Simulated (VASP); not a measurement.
# Li (Im-3m) in VASP: settings compared

The runs below take Li through electric field gradients, with r2SCAN, PBE.

Program: VASP 6.6.1. These are calculated values, not measurements. Logs are shortened: lines on timing, memory, paths and dates and some standing lists are left out, and cuts for length are marked.

## Step 1: Starting point

The structure is cubic, space group Im-3m (No. 229). Conventional cell: a = 3.500 Å, b = 3.500 Å, c = 3.500 Å, α = 90.00°, β = 90.00°, γ = 90.00°. Around Li (site symmetry m-3m) lie 8 Li at 3.03 Å.

## Step 2: Electric field gradients, r2SCAN

The input, POSCAR:

```
Li
1.0
   -1.7500000000      1.7500000000      1.7500000000
    1.7500000000     -1.7500000000      1.7500000000
    1.7500000000      1.7500000000     -1.7500000000
Li
1
Direct
    0.0000000000      0.0000000000      0.0000000000
```

The input, INCAR.step1:

```
SYSTEM = Li
  PREC = Accurate
  ENCUT = 520
  ISMEAR = -1
  SIGMA = 0.08
  LREAL = .False.
  LASPH = .True.
  NELM = 80
  NBANDS = 8
  GGA = PE
  ALGO = Normal
  EDIFF = 1E-4
  LWAVE = .True.
  LCHARG = .False.
```

The input, INCAR.step2:

```
SYSTEM = Li
  PREC = Accurate
  ENCUT = 520
  EDIFF = 1E-8
  ISMEAR = -1
  SIGMA = 0.08
  LREAL = .False.
  LASPH = .True.
  NELM = 80
  ALGO = Normal
  ISIF = 2
  LWAVE = .False.
  LCHARG = .False.
  METAGGA = R2SCAN
  LMIXTAU = .True.
  LEFG = .True.
  NBANDS = 8
  ISTART = 1
```

The input, KPOINTS:

```
regular mesh
0
Gamma
  15 15 15
  0 0 0
```

Potentials or basis: VASP PAW PBE potentials, release 64 (Li_sv).

The run is started by

```sh
$ cat potpaw_PBE.64/Li_sv/POTCAR > POTCAR
$ cp INCAR.step1 INCAR
$ mpirun -np 1 vasp_std > vasp.out
$ cp INCAR.step2 INCAR
$ mpirun -np 1 vasp_std > vasp.out
```

OUTCAR:

```text
SYSTEM = Li
   PREC = Accurate
   ENCUT = 520
   EDIFF = 1E-8
   ISMEAR = -1
   LREAL = .False.
   LASPH = .True.
   NELM = 80
   ISIF = 2
   METAGGA = R2SCAN
   ISTART = 1

 ion  position               nearest neighbor table
   1  0.000  0.000  0.000-

  LATTYP: Found a body centered cubic cell.
 ALAT       =     3.5000000000

  Lattice vectors:

 A1 = (  -1.7500000000,   1.7500000000,   1.7500000000)
 A2 = (   1.7500000000,  -1.7500000000,   1.7500000000)
 A3 = (   1.7500000000,   1.7500000000,  -1.7500000000)

Analysis of symmetry for initial positions (statically):
=====================================================================
 Subroutine PRICEL returns:
 Original cell was already a primitive cell.

 Routine SETGRP: Setting up the symmetry group for a
 body centered cubic supercell.

 Subroutine GETGRP returns: Found 48 space group operations
 (whereof 48 operations were pure point group operations)
 out of a pool of 48 trial point group operations.

The static configuration has the point symmetry O_h .

Analysis of symmetry for dynamics (positions and initial velocities):
=====================================================================
 Subroutine PRICEL returns:
 Original cell was already a primitive cell.

 Routine SETGRP: Setting up the symmetry group for a
 body centered cubic supercell.

 Subroutine GETGRP returns: Found 48 space group operations
 (whereof 48 operations were pure point group operations)
 out of a pool of 48 trial point group operations.

The dynamic configuration has the point symmetry O_h .

 Subroutine INISYM returns: Found 48 space group operations
 (whereof 48 operations are pure point group operations),
 and found     1 'primitive' translations

----------------------------------------------------------------------------------------

                                     Primitive cell

  volume of cell :      21.4375

  direct lattice vectors                    reciprocal lattice vectors
    -1.750000000  1.750000000  1.750000000     0.000000000  0.285714286  0.285714286
     1.750000000 -1.750000000  1.750000000     0.285714286  0.000000000  0.285714286
     1.750000000  1.750000000 -1.750000000     0.285714286  0.285714286  0.000000000

  length of vectors
     3.031088913  3.031088913  3.031088913     0.404061018  0.404061018  0.404061018

  position of ions in fractional coordinates (direct lattice)
     0.000000000  0.000000000  0.000000000

  ion indices of the primitive-cell ions
   primitive index   ion index
                 1           1

----------------------------------------------------------------------------------------

 KPOINTS: regular mesh

Automatic generation of k-mesh.
 Grid dimensions read from file:
 generate k-points for:   15   15   15

 Generating k-lattice:

  Cartesian coordinates                     Fractional coordinates (reciprocal lattice)
     0.000000000  0.019047619  0.019047619     0.066666667  0.000000000  0.000000000
     0.019047619  0.000000000  0.019047619     0.000000000  0.066666667  0.000000000
     0.019047619  0.019047619  0.000000000     0.000000000  0.000000000  0.066666667

  Length of vectors
     0.026937401  0.026937401  0.026937401

  Shift w.r.t. Gamma in fractional coordinates (k-lattice)
     0.000000000  0.000000000  0.000000000

 Subroutine IBZKPT returns following result:
 ===========================================

 Found    120 irreducible k-points:

 Following reciprocal coordinates:
            Coordinates               Weight
  0.000000  0.000000  0.000000      1.000000
  0.066667  0.000000  0.000000     12.000000
  0.133333  0.000000  0.000000     12.000000
  0.200000  0.000000  0.000000     12.000000
  0.266667  0.000000  0.000000     12.000000
  0.333333  0.000000  0.000000     12.000000
[... 16 lines left out ...]
  0.333333  0.200000  0.000000     48.000000
  0.400000  0.200000  0.000000     24.000000
 [... further k-points ...]
   k-points           NKPTS =    120   k-points in BZ     NKDIM =    120   number of bands    NBANDS=      8
   number of dos      NEDOS =    301   number of ions     NIONS =      1
   total plane-waves  NPLWV =  13824
   dimension x,y,z NGX =    24 NGY =   24 NGZ =   24
   dimension x,y,z NGXF=    48 NGYF=   48 NGZF=   48
   ions per type =               1
   NGX,Y,Z   is equivalent  to a cutoff of  13.16, 13.16, 13.16 a.u.
   NGXF,Y,Z  is equivalent  to a cutoff of  26.33, 26.33, 26.33 a.u.
 SYSTEM =  Li
   PREC   = accura    normal or accurate (medium, high low for compatibility)
   ISTART =      1    job   : 0-new  1-cont  2-samecut
   ICHARG =      0    charge: 1-file 2-atom 10-const
   ISPIN  =      1    spin polarized calculation?
   LNONCOLLINEAR =      F non collinear calculations
   LSORBIT =      F    spin-orbit coupling
   LASPH  =      T    aspherical Exc in radial PAW
   ENCUT  =  520.0 eV  38.22 Ry    6.18 a.u.   5.64  5.64  5.64*2*pi/ulx,y,z
   NELM   =     80;   NELMIN=  2; NELMDL=  0     # of ELM steps
   EDIFF  = 0.1E-07   stopping-criterion for ELM
   LREAL  =      F    real-space projection
   EDIFFG = 0.1E-06   stopping-criterion for IOM
   NSW    =      0    number of steps for IOM
   IBRION =     -1    ionic relax: 0-MD 1-quasi-New 2-CG
   NFREE  =      0    steps in history (QN), initial steepest desc. (CG)
   ISIF   =      2    stress and relaxation
   ISYM   =      2    0-nonsym 1-usesym 2-fastsym
   POTIM  = 0.5000    time-step for ionic-motion
   TEBEG  =    0.0;   TEEND  =   0.0 temperature during run
   PSTRESS=    0.0 pullay stress
   NELECT =       3.0000    total number of electrons
   NUPDOWN=      -1.0000    fix difference up-down
   EMIN   =  10.00;   EMAX   =-10.00  energy-range for DOS
   EFERMI =   0.00;   METHOD = LEGACY
   ISMEAR =    -1;   SIGMA  =   0.08  broadening in eV -4-tet -1-fermi 0-gaus
   EFERMI_NEDOS =   21; number of points for ismear=-14 and -15
   IALGO  =     38    algorithm
   IMIX   =      4    mixing-type and parameters
     AMIX     =   0.40;   BMIX     =  1.00
     AMIX_MAG =   1.60;   BMIX_MAG =  1.00
  volume/ion in A,a.u.               =      21.44       144.67
  Fermi-wavevector in a.u.,A,eV,Ry     =   0.849944  1.606162  9.828924  0.722406
  Thomas-Fermi vector in A             =   1.965845
   LORBIT       =      0    0 simple, 1 ext, 2 COOP (PROOUT), +10 PAW based schemes
   METAGGA = R2SCAN    functional components
   LHFCALC =     F    Hartree Fock is set to
   AEXX    =    0.0000 exact exchange contribution
   IVDW    =     0    specifies the selected vdW correction
   LEPSILON=     F    determine dielectric tensor
   LRPA    =     F    only Hartree local field effects (RPA)
 non-spin polarized calculation
  energy-cutoff  :      520.00
  volume of cell :       21.44
 maximum number of plane-waves:       603
   NGX = 11   NGY = 11   NGZ = 11

 number of electron       2.9999990 magnetization

 Free energy of the ion-electron system (eV)
  ---------------------------------------------------
  ext. energy  EPLUGINS =         0.00000000
  ---------------------------------------------------
  free energy    TOTEN  =        -2.38552646 eV

  energy without entropy =       -2.37521393  energy(sigma->0) =       -2.38037020

 E-fermi :   0.5346     XC(G=0):  -7.3024

 val. band max:        0.4660225580   @ k =  -0.3333   0.3333   0.2667
 cond. band min:       0.5515208301   @ k =   0.2000   0.2000   0.1333
 fundamental gap:      0.0854982722
 Fermi energy:         0.5345598092

 k-point     1 :       0.0000    0.0000    0.0000
  band No.  band energies     occupation
      1     -47.7357      2.00000
      2      -3.2717      2.00000
      3      16.2211      0.00000
      4      16.2220      0.00000
      5      16.2220      0.00000
      6      20.3196      0.00000
      7      20.3196      0.00000
      8      20.3197      0.00000

 k-point     2 :       0.0667    0.0000    0.0000
  band No.  band energies     occupation
      1     -47.7348      2.00000
      2      -3.1819      2.00000
      3      15.5058      0.00000
      4      15.7071      0.00000
      5      16.0421      0.00000
      6      19.2442      0.00000
      7      19.2937      0.00000
      8      20.7308      0.00000
[... 221 lines left out ...]
 k-point    23 :       0.3333    0.2000    0.0000
  band No.  band energies     occupation
      1     -47.7184      2.00000
      2       0.9701      0.00860
      3       4.6554      0.00000
      4       8.3016      0.00000
      5      11.9499      0.00000
      6      18.4017      0.00000
      7      20.0468      0.00000
      8      22.9677      0.00000

 k-point    24 :       0.4000    0.2000    0.0000
  band No.  band energies     occupation
      1     -47.7179      2.00000
      2       1.5599      0.00001
      3       3.8784      0.00000
      4       8.1784      0.00000
      5      11.8651      0.00000
      6      18.4000      0.00000
      7      20.4521      0.00000
      8      22.5304      0.00000

 [... further k-points ...]

------------------------ aborting loop because EDIFF is reached ----------------------------------------

  FORCE on cell =-STRESS in cart. coord.  units (eV):
  Direction    XX          YY          ZZ          XY          YZ          ZX
  --------------------------------------------------------------------------------------
  -------------------------------------------------------------------------------------
  Total       -0.0601729     -0.0601729     -0.0601729      0.0000000     -0.0000000      0.0000000
  in kB       -4.4971524     -4.4971524     -4.4971524      0.0000000     -0.0000000      0.0000000
  external PRESSURE =      -4.4971524 kB  Pullay stress =       0.0000000 kB

 VOLUME and BASIS-vectors are now :
 -----------------------------------------------------------------------------
  energy-cutoff  :      520.00
  volume of cell :       21.44
      direct lattice vectors                 reciprocal lattice vectors
    -1.750000000  1.750000000  1.750000000     0.000000000  0.285714286  0.285714286
     1.750000000 -1.750000000  1.750000000     0.285714286  0.000000000  0.285714286
     1.750000000  1.750000000 -1.750000000     0.285714286  0.285714286  0.000000000

 POSITION                                       TOTAL-FORCE (eV/Angst)
 -----------------------------------------------------------------------------------
      0.00000      0.00000      0.00000        -0.000000     -0.000000     -0.000000
 -----------------------------------------------------------------------------------
    total drift:                                0.000000      0.000000     -0.000000

  FREE ENERGIE OF THE ION-ELECTRON SYSTEM (eV)
  ---------------------------------------------------
  free  energy   TOTEN  =        -2.3855264642 eV

  energy  without entropy=       -2.3752139295  energy(sigma->0) =       -2.38037020

 Electric field gradients (V/A^2)
---------------------------------------------------------------------
 ion       V_xx      V_yy      V_zz      V_xy      V_xz      V_yz
---------------------------------------------------------------------
   1      -0.000     0.000    -0.000     0.004     0.004     0.004
---------------------------------------------------------------------

 Electric field gradients after diagonalization (V/A^2)
 (convention: |V_zz| > |V_xx| > |V_yy|)
----------------------------------------------------------------------
 ion       V_xx      V_yy      V_zz     asymmetry (V_yy - V_xx)/ V_zz
----------------------------------------------------------------------
   1      -0.004    -0.004     0.008       0.000
----------------------------------------------------------------------

           NMR quadrupolar parameters

 Cq : quadrupolar parameter    Cq=e*Q*V_zz/h
 eta: asymmetry parameters     (V_yy - V_xx)/ V_zz
 Q  : nuclear electric quadrupole moment in mb (millibarn)
----------------------------------------------------------------------
 ion       Cq(MHz)       eta       Q (mb)
----------------------------------------------------------------------
   1       0.000       0.000       1.000
----------------------------------------------------------------------
```

Run time: 39 s. Hardware: 1 thread of Intel Xeon 6975P-C (Granite Rapids), shared host; peak memory 0.14 GiB.

Results:

```
Free energy            : -2.3855 eV
Band gap on the k mesh : none (metal or under the smearing width)
```

Electric field gradients, principal values (V/Å²):
| atom | Vxx | Vyy | Vzz |
| --- | --- | --- | --- |
| 1 Li | -0.004 | -0.004 | 0.008 |

Caveat: the cutoff is under 1.25 times the usual one of these potentials, so pressure, stress and relaxed cells hold a basis-set (Pulay) error; the PAW data sets were made with another functional, which shifts forces and pressure a little.

(Continued in part 2 of 2.)
